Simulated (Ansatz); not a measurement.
Base system: ZnTe in the zinc blende structure (space group F-43m, No. 216; a = 6.179 Å). Axes: x, y, z lie along the cube axes.

The values are results of Ansatz (a quantum-chemistry and plane-wave program) PBE, no spin-orbit coupling, earlier PAW set, not measurements.

Perturbation: the cell is compressed by 2.75 % along z with no lateral relaxation; the atoms relax in the strained cell.

Q: Predict the stress tensor and what it implies for the stiffness.

A: Stress of the strained cell less that of the base (GPa, compression positive):
```
   1.02    0.00    0.00
   0.00    1.02    0.00
   0.00    0.00    1.80
```

Then −Δσ_ii/ε with ε = -0.0275 gives secant stiffness values (nonlinear terms included at this strain): C33 ≈ 65 GPa, C13 ≈ 37 GPa and C23 ≈ 37 GPa.

As a check, the harmonic strain energy −½ V₀ Δσ:ε is 4.5 meV/atom; the computed energy rise is 4.5 meV/atom.

Whether these cells are dynamically stable was not tested.
